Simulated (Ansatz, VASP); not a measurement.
**BAs: VASP beside Ansatz**

```
B As
1.0
     0.00000    2.40432    2.40432
     2.40432    0.00000    2.40432
     2.40432    2.40432    0.00000
B As
1 1
Direct
  0.00000 0.00000 0.00000
  0.75000 0.75000 0.75000
```

Change from the starting cell: volume scaled by 1.02, crystal datasets.

Alike in both runs: task electric field gradients; functional PBE; k mesh 15 × 15 × 15; occupations fermi-dirac, width 0.03 eV; no spin polarisation.

|  | VASP | Ansatz |
| --- | --- | --- |
| version | VASP 6.6.1 | Ansatz 0.2.0 |
| potentials or method | VASP PAW PBE potentials, release 64 (B, As), cutoff 520 eV | all-electron PAW with datasets made for the crystal, scalar-relativistic |

|  | VASP | Ansatz | Ansatz less VASP |
| --- | --- | --- | --- |
| gap on the k mesh at the Fermi level (eV) | 1.20 | 1.21 | +0.011 |
| pressure (GPa) | 0.7 | 0.0 | -0.64 |
| Vzz of the field gradient on the site that differs most (V/Å²) | 0.0 | 0.0 | 0.00 |

Ansatz ran all-electron here, so the differences hold the error of VASP's frozen core and of both bases.

Caveats: an odd mesh through Γ misses points on the zone boundary, where band edges often lie.
